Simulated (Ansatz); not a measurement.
Theory: DFT PBE, scalar-relativistic, plane waves, PAW in Ansatz 0.2.0. Settings: cutoff 420 eV, Γ-centred meshes spaced at most about 0.3 Å⁻¹, and about 0.25 Å⁻¹ or finer for metals (2π included), Gaussian smearing. No spin polarisation.

All energies are static (0 K, no zero-point motion).

Question: Which of these relaxed structures of Mg4Ge3N is the lowest in energy?
A.

Space group P-3m1 (No. 164). a = 3.199 Å, b = 3.199 Å, c = 15.786 Å, α = 90.00°, β = 90.00°, γ = 120.00°
| atom | site | symmetry | x | y | z |
| --- | --- | --- | --- | --- | --- |
| Mg | 2d | 3m. | 0.6667 | 0.3333 | 0.9342 |
| Mg | 2d | 3m. | 0.6667 | 0.3333 | 0.6415 |
| Ge | 1b | -3m. | 0.0000 | 0.0000 | 0.5000 |
| Ge | 2d | 3m. | 0.6667 | 0.3333 | 0.2208 |
| N | 1a | -3m. | 0.0000 | 0.0000 | 0.0000 |

B.

Space group P-6m2 (No. 187). a = 3.160 Å, b = 3.160 Å, c = 15.966 Å, α = 90.00°, β = 90.00°, γ = 120.00°
| atom | site | symmetry | x | y | z |
| --- | --- | --- | --- | --- | --- |
| Mg | 2g | 3m. | 0.0000 | 0.0000 | 0.0758 |
| Mg | 2g | 3m. | 0.0000 | 0.0000 | 0.6390 |
| Ge | 1f | -6m2 | 0.6667 | 0.3333 | 0.5000 |
| Ge | 2h | 3m. | 0.3333 | 0.6667 | 0.2243 |
| N | 1e | -6m2 | 0.6667 | 0.3333 | 0.0000 |

C.

Space group P-3m1 (No. 164). a = 3.199 Å, b = 3.199 Å, c = 16.048 Å, α = 90.00°, β = 90.00°, γ = 120.00°
```csv
atom,site,symmetry,x,y,z
Mg,2d,3m.,0.3333,0.6667,0.9344
Mg,2d,3m.,0.3333,0.6667,0.3603
Ge,1b,-3m.,0.0000,0.0000,0.5000
Ge,2c,3m.,0.0000,0.0000,0.2217
N,1a,-3m.,0.0000,0.0000,0.0000
```

Answer: A. The next of these, C, lies 52 meV/atom higher. Counting Ge or N atoms around Mg (for each partner element, those within 1.25 times its shortest distance or 1.15 times the sum of covalent radii, where it is the nearest in units of that sum or under 1.3; a plus sign parts groups by distance over the sum of covalent radii; a slash parts the counts of unlike sites): A has Mg 3+3/6; C has Mg 3+3/6; B has Mg 6. All come from invented guesses.

Cells relaxed within their symmetry can be saddle points. Some types were kept out of the candidates beforehand, so the set may lack a known form.
